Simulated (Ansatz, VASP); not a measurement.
Na: VASP beside Ansatz

INCAR

```
SYSTEM = Na
PREC = Accurate
ENCUT = 520
EDIFF = 1E-6
ISMEAR = -1
SIGMA = 0.05
LREAL = .FALSE.
LASPH = .TRUE.
NELM = 80
ALGO = Normal
ISIF = 2
LWAVE = .FALSE.
LCHARG = .TRUE.
GGA = PS
LELF = .TRUE.
LVHAR = .TRUE.
NBANDS = 14
```

File KPOINTS:

```
Automatic mesh
0
G
  8 8 5
  0 0 0
```

POSCAR

```
Na
1.0
    3.7160883536      0.0000000000      0.0000000000
   -1.8580441768      3.2182269170      0.0000000000
    0.0000000000      0.0000000000      6.0708276422
Na
2
Direct
    0.6666666667      0.3333333333      0.7500000000
    0.3333333333      0.6666666667      0.2500000000
```

File input.yaml:

```yaml
crystal:
  lattice:
    - [3.7160883536, 0.0, 0.0]
    - [-1.8580441768, 3.218226917, 0.0]
    - [0.0, 0.0, 6.0708276422]
  atoms:
    - { symbol: Na, position: [0.6666666667, 0.3333333333, 0.75] }
    - { symbol: Na, position: [0.3333333333, 0.6666666667, 0.25] }
hamiltonian:
  xc: pbesol
  pseudopotentials: { kind: paw }
kpoints:
  mp_grid: { grid: [8, 8, 5] }
scf:
  occupations: { method: fermi_dirac, width: 0.05 }
output:
  forces: true
  stress: true
  eigenvalues: true
```

This isn't the form of Na at room conditions, which is bcc.

Alike in both runs: task single point; functional PBEsol; k mesh 8 × 8 × 5; occupations fermi-dirac, width 0.05 eV; no spin polarisation.

|  | VASP | Ansatz |
| --- | --- | --- |
| version | VASP 6.6.1 | Ansatz 0.2.0 |
| potentials or method | VASP PAW PBE potentials, release 64 (Na_pv) | Ansatz PAW |
| plane-wave cutoff (eV) | 520 | 420 |
| valence electrons in the cell | 14 | 18 |

|  | VASP | Ansatz | Ansatz less VASP |
| --- | --- | --- | --- |
| gap on the k mesh at the Fermi level (eV) | none | none | - |
| pressure (GPa) | 0.0 | 0.0 | -0.02 |
| largest component of the traceless stress (GPa) | 0.17 | 0.17 | 0.000 |

A gap of «none» marks a metal or a gap that the smearing closes. The two sets of potentials don't hold the same shells in valence.

Caveats: the PAW data sets were made with another functional, which shifts forces and pressure a little (VASP); the PAW data sets come from PBE, with cores solved anew for the run's functional, which leaves a small shift of forces and pressure (Ansatz).
